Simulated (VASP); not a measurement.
# In (I4/mmm) in VASP: further runs

One crystal, In, is run at these levels: PBE; tasks: band structure, density of states.

Program: VASP 6.6.1. These are calculated values, not measurements. Logs are shortened: lines on timing, memory, paths and dates and some standing lists are left out, and cuts for length are marked.

**1. The crystal as given**

The structure is tetragonal, space group I4/mmm (No. 139). Conventional cell: a = 3.189 Å, b = 3.189 Å, c = 5.023 Å, α = 90.00°, β = 90.00°, γ = 90.00°. Around In (site symmetry 4/mmm) lie 12 In at 3.19 to 3.38 Å.

**2. Band structure, PBE, spin-orbit coupling, no magnetisation**

The input, INCAR:

```
SYSTEM = In
  PREC = Accurate
  ENCUT = 520
  EDIFF = 1E-6
  ISMEAR = 1
  SIGMA = 0.1
  LREAL = .FALSE.
  LASPH = .TRUE.
  NELM = 80
  ALGO = Fast
  ISIF = 2
  LWAVE = .FALSE.
  LCHARG = .FALSE.
  LNONCOLLINEAR = .TRUE.
  MAGMOM = 0 0 0
  LORBIT = 11
  LSORBIT = .TRUE.
  GGA_COMPAT = .FALSE.
  GGA = PE
  NBANDS = 24
  KPAR = 4
```

The input, KPOINTS:

```
regular mesh
0
G
  16 16 16
  0 0 0
```

The input, POSCAR:

```
In                                      
1.0
   -1.5943647362      1.5943647362      2.5113719372
    1.5943647362     -1.5943647362      2.5113719372
    1.5943647362      1.5943647362     -2.5113719372
  In            
     1
Direct
     0.0000000000000000    0.0000000000000000    0.0000000000000000
```

The input, KPOINTS_OPT:

```
explicit points
298
Reciprocal
 0.0000000000  0.0000000000  0.0000000000 1
 0.0000000000  0.0000000000  0.0263157895 1
 0.0000000000  0.0000000000  0.0526315789 1
 0.0000000000  0.0000000000  0.0789473684 1
 0.0000000000  0.0000000000  0.1052631579 1
 0.0000000000  0.0000000000  0.1315789474 1
[... 290 lines left out ...]
 0.0137795600  0.0137795600  0.4862204400 1
-0.0137795600 -0.0137795600  0.5137795600 1
```

Potentials or basis: VASP PAW PBE potentials, release 64 (In_d).

On the command line:

```
$ cat potpaw_PBE.64/In_d/POTCAR > POTCAR
$ mpirun -np 4 vasp_ncl > vasp.out
```

OUTCAR:

```text
SYSTEM = In
   PREC = Accurate
   ENCUT = 520
   EDIFF = 1E-6
   ISMEAR = 1
   LREAL = .FALSE.
   LASPH = .TRUE.
   NELM = 80
   ISIF = 2
   LNONCOLLINEAR = .TRUE.
   LORBIT = 11
   LSORBIT = .TRUE.
   GGA = PE

 ion  position               nearest neighbor table
   1  0.000  0.000  0.000-

  LATTYP: Found a body centered tetragonal cell.
 ALAT       =     3.1887294724
 C/A-ratio  =     1.5751552202

  Lattice vectors:

 A1 = (  -1.5943647362,   1.5943647362,   2.5113719372)
 A2 = (   1.5943647362,  -1.5943647362,   2.5113719372)
 A3 = (   1.5943647362,   1.5943647362,  -2.5113719372)

Analysis of symmetry for initial positions (statically):
=====================================================================
 Subroutine PRICEL returns:
 Original cell was already a primitive cell.

 Routine SETGRP: Setting up the symmetry group for a
 body centered tetragonal supercell.

 Subroutine GETGRP returns: Found 16 space group operations
 (whereof 16 operations were pure point group operations)
 out of a pool of 16 trial point group operations.

The static configuration has the point symmetry D_4h.

Analysis of symmetry for dynamics (positions and initial velocities):
=====================================================================
 Subroutine PRICEL returns:
 Original cell was already a primitive cell.

 Routine SETGRP: Setting up the symmetry group for a
 body centered tetragonal supercell.

 Subroutine GETGRP returns: Found 16 space group operations
 (whereof 16 operations were pure point group operations)
 out of a pool of 16 trial point group operations.

The dynamic configuration has the point symmetry D_4h.

Analysis of structural, dynamic, and magnetic symmetry:
=====================================================================
 Subroutine PRICEL returns:
 Original cell was already a primitive cell.

 Routine SETGRP: Setting up the symmetry group for a
 body centered tetragonal supercell.

 Subroutine GETGRP returns: Found 16 space group operations
 (whereof 16 operations were pure point group operations)
 out of a pool of 16 trial point group operations.

The overall configuration has the point symmetry D_4h.

 Subroutine INISYM returns: Found 16 space group operations
 (whereof 16 operations are pure point group operations),
 and found     1 'primitive' translations

----------------------------------------------------------------------------------------

                                     Primitive cell

  volume of cell :      25.5356

  direct lattice vectors                    reciprocal lattice vectors
    -1.594364736  1.594364736  2.511371937     0.000000000  0.313604528  0.199094365
     1.594364736 -1.594364736  2.511371937     0.313604528  0.000000000  0.199094365
     1.594364736  1.594364736 -2.511371937     0.313604528  0.313604528  0.000000000

  length of vectors
     3.375053604  3.375053604  3.375053604     0.371465161  0.371465161  0.443503776

  position of ions in fractional coordinates (direct lattice)
     0.000000000  0.000000000  0.000000000

  ion indices of the primitive-cell ions
   primitive index   ion index
                 1           1

----------------------------------------------------------------------------------------

 KPOINTS: regular mesh

Automatic generation of k-mesh.
 Grid dimensions read from file:
 generate k-points for:   16   16   16

 Generating k-lattice:

  Cartesian coordinates                     Fractional coordinates (reciprocal lattice)
     0.000000000  0.019600283  0.012443398     0.062500000  0.000000000  0.000000000
     0.019600283  0.000000000  0.012443398     0.000000000  0.062500000  0.000000000
     0.019600283  0.019600283  0.000000000     0.000000000  0.000000000  0.062500000

  Length of vectors
     0.023216573  0.023216573  0.027718986

  Shift w.r.t. Gamma in fractional coordinates (k-lattice)
     0.000000000  0.000000000  0.000000000

 Subroutine IBZKPT returns following result:
 ===========================================

 Found    349 irreducible k-points:

 Following reciprocal coordinates:
            Coordinates               Weight
  0.000000  0.000000  0.000000      1.000000
  0.062500 -0.000000  0.000000      8.000000
  0.125000 -0.000000  0.000000      8.000000
  0.187500  0.000000  0.000000      8.000000
  0.250000 -0.000000  0.000000      8.000000
  0.312500  0.000000  0.000000      8.000000
[... 16 lines left out ...]
 -0.125000  0.062500 -0.000000     16.000000
 -0.062500  0.062500  0.000000      4.000000
 [... further k-points ...]
   k-points           NKPTS =    349   k-points in BZ     NKDIM =    349   number of bands    NBANDS=     24
   number of dos      NEDOS =    301   number of ions     NIONS =      1
   total plane-waves  NPLWV =  21952
   dimension x,y,z NGX =    28 NGY =   28 NGZ =   28
   dimension x,y,z NGXF=    56 NGYF=   56 NGZF=   56
   ions per type =               1
   NGX,Y,Z   is equivalent  to a cutoff of  13.79, 13.79, 13.79 a.u.
   NGXF,Y,Z  is equivalent  to a cutoff of  27.58, 27.58, 27.58 a.u.
 SYSTEM =  In
   PREC   = accura    normal or accurate (medium, high low for compatibility)
   ISTART =      0    job   : 0-new  1-cont  2-samecut
   ICHARG =      2    charge: 1-file 2-atom 10-const
   ISPIN  =      1    spin polarized calculation?
   LNONCOLLINEAR =      T non collinear calculations
   LSORBIT =      T    spin-orbit coupling
   LASPH  =      T    aspherical Exc in radial PAW
   ENCUT  =  520.0 eV  38.22 Ry    6.18 a.u.   6.28  6.28  6.28*2*pi/ulx,y,z
   NELM   =     80;   NELMIN=  2; NELMDL= -5     # of ELM steps
   EDIFF  = 0.1E-05   stopping-criterion for ELM
   LREAL  =      F    real-space projection
   EDIFFG = 0.1E-04   stopping-criterion for IOM
   NSW    =      0    number of steps for IOM
   IBRION =     -1    ionic relax: 0-MD 1-quasi-New 2-CG
   NFREE  =      0    steps in history (QN), initial steepest desc. (CG)
   ISIF   =      2    stress and relaxation
   ISYM   =      2    0-nonsym 1-usesym 2-fastsym
   POTIM  = 0.5000    time-step for ionic-motion
   TEBEG  =    0.0;   TEEND  =   0.0 temperature during run
   PSTRESS=    0.0 pullay stress
   NELECT =      13.0000    total number of electrons
   NUPDOWN=      -1.0000    fix difference up-down
   EMIN   =  10.00;   EMAX   =-10.00  energy-range for DOS
   EFERMI =   0.00;   METHOD = LEGACY
   ISMEAR =     1;   SIGMA  =   0.10  broadening in eV -4-tet -1-fermi 0-gaus
   EFERMI_NEDOS =   21; number of points for ismear=-14 and -15
   IALGO  =     68    algorithm
   IMIX   =      4    mixing-type and parameters
     AMIX     =   0.40;   BMIX     =  1.00
     AMIX_MAG =   1.60;   BMIX_MAG =  1.00
  volume/ion in A,a.u.               =      25.54       172.32
  Fermi-wavevector in a.u.,A,eV,Ry     =   1.307195  2.470241 23.249086  1.708760
  Thomas-Fermi vector in A             =   2.437946
   LORBIT       =     11    0 simple, 1 ext, 2 COOP (PROOUT), +10 PAW based schemes
   GGA     = PE    functional components
   LHFCALC =     F    Hartree Fock is set to
   AEXX    =    0.0000 exact exchange contribution
   IVDW    =     0    specifies the selected vdW correction
   LEPSILON=     F    determine dielectric tensor
   LRPA    =     F    only Hartree local field effects (RPA)
 RMM-DIIS sequential band-by-band and
 Methfessel and Paxton  Order N= 1 SIGMA  =   0.10
  energy-cutoff  :      520.00
  volume of cell :       25.54
 maximum number of plane-waves:      1416
 NGX is ok and might be reduce to    28
   NGX = 13   NGY = 13   NGZ = 13

 number of electron      13.0000001 magnetization       0.0000000     -0.0000000     -0.0000000

 number of electron      13.0000001 magnetization       0.0000000      0.0000000      0.0000000

 number of electron      13.0000001 magnetization      -0.0000000     -0.0000000     -0.0000000

 Free energy of the ion-electron system (eV)
  ---------------------------------------------------
  ext. energy  EPLUGINS =         0.00000000
  ---------------------------------------------------
  free energy    TOTEN  =        -2.57811410 eV

  energy without entropy =       -2.57835071  energy(sigma->0) =       -2.57819297

 E-fermi :   7.7995     XC(G=0): -10.3679

 val. band max:        7.7787664695   @ k =  -0.3750   0.0625   0.0000
 cond. band min:       7.8172439217   @ k =   0.4375   0.3125   0.0625
 fundamental gap:      0.0384774523
 Fermi energy:         7.7994676402

 k-point     1 :       0.0000    0.0000    0.0000
  band No.  band energies     occupation
      1      -7.3382      1.00000
      2      -7.3382      1.00000
      3      -7.3053      1.00000
      4      -7.3053      1.00000
      5      -6.5352      1.00000
      6      -6.5352      1.00000
[... 16 lines left out ...]
     23      22.1667      0.00000
     24      22.2333      0.00000

 k-point     2 :       0.0625   -0.0000    0.0000
  band No.  band energies     occupation
      1      -7.3341      1.00000
      2      -7.3341      1.00000
      3      -7.3032      1.00000
      4      -7.3032      1.00000
      5      -6.5308      1.00000
      6      -6.5308      1.00000
[... 16 lines left out ...]
     23      22.3661      0.00000
     24      22.3831      0.00000

 k-point     3 :       0.1250   -0.0000    0.0000
  band No.  band energies     occupation
      1      -7.3249      1.00000
      2      -7.3249      1.00000
      3      -7.2965      1.00000
      4      -7.2965      1.00000
      5      -6.5183      1.00000
      6      -6.5183      1.00000
[... 16 lines left out ...]
     23      22.9950      0.00000
     24      23.0241      0.00000
[... 514 lines left out ...]
 k-point    23 :      -0.1250    0.0625   -0.0000
  band No.  band energies     occupation
      1      -7.3200      1.00000
      2      -7.3200      1.00000
      3      -7.2984      1.00000
      4      -7.2984      1.00000
      5      -6.5190      1.00000
      6      -6.5190      1.00000
[... 16 lines left out ...]
     23      22.8088      0.00000
     24      22.8097      0.00000

 k-point    24 :      -0.0625    0.0625    0.0000
  band No.  band energies     occupation
      1      -7.3297      1.00000
      2      -7.3297      1.00000
      3      -7.3032      1.00000
      4      -7.3032      1.00000
      5      -6.5289      1.00000
      6      -6.5289      1.00000
[... 16 lines left out ...]
     23      22.9100      0.00000
     24      22.9362      0.00000

 [... further k-points ...]

------------------------ aborting loop because EDIFF is reached ----------------------------------------

  FORCE on cell =-STRESS in cart. coord.  units (eV):
  Direction    XX          YY          ZZ          XY          YZ          ZX
  --------------------------------------------------------------------------------------
  -------------------------------------------------------------------------------------
  Total        0.4924853      0.4924853      0.4633105      0.0000000      0.0000000      0.0000000
  in kB       30.8999282     30.8999282     29.0694151      0.0000000      0.0000000      0.0000000
  external PRESSURE =      30.2897572 kB  Pullay stress =       0.0000000 kB

 VOLUME and BASIS-vectors are now :
 -----------------------------------------------------------------------------
  energy-cutoff  :      520.00
  volume of cell :       25.54
      direct lattice vectors                 reciprocal lattice vectors
    -1.594364736  1.594364736  2.511371937     0.000000000  0.313604528  0.199094365
     1.594364736 -1.594364736  2.511371937     0.313604528  0.000000000  0.199094365
     1.594364736  1.594364736 -2.511371937     0.313604528  0.313604528  0.000000000

 POSITION                                       TOTAL-FORCE (eV/Angst)
 -----------------------------------------------------------------------------------
      0.00000      0.00000      0.00000         0.000000     -0.000000     -0.000000
 -----------------------------------------------------------------------------------
    total drift:                               -0.000000     -0.000000     -0.000000

  FREE ENERGIE OF THE ION-ELECTRON SYSTEM (eV)
  ---------------------------------------------------
  free  energy   TOTEN  =        -2.5781141008 eV

  energy  without entropy=       -2.5783507077  energy(sigma->0) =       -2.57819297

 Spin-Orbit-Coupling matrix elements

 Ion:    1  E_soc:     -0.0705371
 l=   1
     0.0000000    -0.0053780    -0.0055169
    -0.0053780     0.0000000    -0.0053780
    -0.0055169    -0.0053780     0.0000000
 l=   2
     0.0000000    -0.0012740     0.0000000    -0.0012740    -0.0050851
    -0.0012740     0.0000000    -0.0037980    -0.0012594    -0.0012536
     0.0000000    -0.0037980     0.0000000    -0.0037980     0.0000000
    -0.0012740    -0.0012594    -0.0037980     0.0000000    -0.0012536
    -0.0050851    -0.0012536     0.0000000    -0.0012536     0.0000000
 l=   3
     0.0000000     0.0000000     0.0000000     0.0000000     0.0000000     0.0000000     0.0000000
     0.0000000     0.0000000     0.0000000     0.0000000     0.0000000     0.0000000     0.0000000
     0.0000000     0.0000000     0.0000000     0.0000000     0.0000000     0.0000000     0.0000000
     0.0000000     0.0000000     0.0000000     0.0000000     0.0000000     0.0000000     0.0000000
     0.0000000     0.0000000     0.0000000     0.0000000     0.0000000     0.0000000     0.0000000
     0.0000000     0.0000000     0.0000000     0.0000000     0.0000000     0.0000000     0.0000000
     0.0000000     0.0000000     0.0000000     0.0000000     0.0000000     0.0000000     0.0000000

 total charge

# of ion       s       p       d       tot
------------------------------------------
    1        0.995   0.511   9.852  11.358

 magnetization (x)

# of ion       s       p       d       tot
------------------------------------------
    1       -0.000   0.000   0.000  -0.000

 magnetization (y)

# of ion       s       p       d       tot
------------------------------------------
    1        0.000   0.000   0.000   0.000

 magnetization (z)

# of ion       s       p       d       tot
------------------------------------------
    1        0.000   0.000   0.000   0.000
```

Wall time 2 min (4 MPI ranks of Intel Xeon 6975P-C (Granite Rapids), shared host); peak memory 0.65 GiB.

What came out:

```yaml
Free_energy: -2.5781 eV
Pressure: 3.0 GPa
Valence_electrons_inside_the_program's_atomic_spheres: In 11.36
```

**3. Density of states, PBE**

POSCAR is that of step 2.

The input, INCAR.step1:

```
SYSTEM = In
  PREC = Accurate
  ENCUT = 520
  EDIFF = 1E-6
  ISMEAR = 1
  SIGMA = 0.1
  LREAL = .FALSE.
  LASPH = .TRUE.
  NELM = 80
  ALGO = Fast
  ISIF = 2
  LWAVE = .FALSE.
  LCHARG = .TRUE.
  GGA = PE
  NBANDS = 12
  KPAR = 4
```

The input, KPOINTS.step1:

```
regular mesh
0
G
  16 16 16
  0 0 0
```

The input, INCAR.step2:

```
SYSTEM = In
  PREC = Accurate
  ENCUT = 520
  EDIFF = 1E-6
  ISMEAR = -5
  SIGMA = 0.1
  LREAL = .FALSE.
  LASPH = .TRUE.
  NELM = 80
  ALGO = Fast
  ISIF = 2
  LWAVE = .FALSE.
  LCHARG = .FALSE.
  GGA = PE
  LORBIT = 10
  NBANDS = 12
  KPAR = 4
  NEDOS = 1001
  ICHARG = 11
```

The input, KPOINTS.step2:

```
regular mesh
0
G
  24 24 24
  0 0 0
```

Potentials or basis: VASP PAW PBE potentials, release 64 (In_d).

On the command line:

```
$ cat potpaw_PBE.64/In_d/POTCAR > POTCAR
$ cp INCAR.step1 INCAR
$ cp KPOINTS.step1 KPOINTS
$ mpirun -np 4 vasp_std > vasp.out
$ cp INCAR.step2 INCAR
$ cp KPOINTS.step2 KPOINTS
$ mpirun -np 4 vasp_std > vasp.out
```

Run time: 48 s. Hardware: 4 MPI ranks of Intel Xeon 6975P-C (Granite Rapids), shared host; peak memory 0.42 GiB.

Results (log left out):

```
Valence electrons inside the program's atomic spheres : In 11.36
```

Levels at points of the mesh, in eV from the Fermi level:
| k point | band 4 | band 5 | band 6 | band 7 | band 8 | band 9 |
| --- | --- | --- | --- | --- | --- | --- |
| (0.00, 0.00, 0.00) | -14.58 | -14.41 | -9.72 | 10.76 | 10.76 | 10.99 |
| (0.50, 0.00, 0.00) | -14.35 | -14.30 | -4.30 | -3.47 | 7.20 | 9.72 |
| (0.50, 0.50, 0.00) | -14.34 | -14.20 | -1.90 | -1.37 | 3.35 | 3.99 |
| (0.50, 0.50, 0.50) | -14.30 | -14.30 | -3.30 | -2.96 | 5.14 | 5.14 |

States per cell in windows of 0.5 eV (zero at the Fermi level; states under -8 eV left out):
```csv
from (eV),total,In1_p,In1_s,In1_d
-8.0,0.10,0.01,0.05,0.00
-7.5,0.12,0.01,0.05,0.00
-7.0,0.13,0.01,0.05,0.00
-6.5,0.14,0.01,0.06,0.00
-6.0,0.14,0.02,0.05,0.00
-5.5,0.16,0.02,0.06,0.00
-5.0,0.18,0.02,0.07,0.00
-4.5,0.20,0.02,0.09,0.01
-4.0,0.18,0.02,0.08,0.01
-3.5,0.18,0.02,0.07,0.00
-3.0,0.18,0.03,0.06,0.00
-2.5,0.18,0.04,0.05,0.00
-2.0,0.19,0.05,0.04,0.00
-1.5,0.21,0.06,0.03,0.01
-1.0,0.26,0.08,0.04,0.01
-0.5,0.23,0.07,0.04,0.01
0.0,0.21,0.07,0.03,0.01
0.5,0.25,0.08,0.04,0.01
1.0,0.23,0.07,0.03,0.01
1.5,0.25,0.08,0.03,0.01
2.0,0.27,0.09,0.03,0.01
2.5,0.28,0.10,0.02,0.02
3.0,0.30,0.10,0.02,0.02
3.5,0.32,0.12,0.02,0.02
4.0,0.33,0.12,0.02,0.02
4.5,0.32,0.12,0.02,0.02
5.0,0.32,0.13,0.01,0.02
5.5,0.30,0.12,0.01,0.02
6.0,0.28,0.12,0.01,0.02
6.5,0.26,0.11,0.01,0.02
7.0,0.26,0.10,0.01,0.02
7.5,0.27,0.09,0.01,0.03
```

Caveat: tetrahedron occupations give inexact forces and stress in metals.
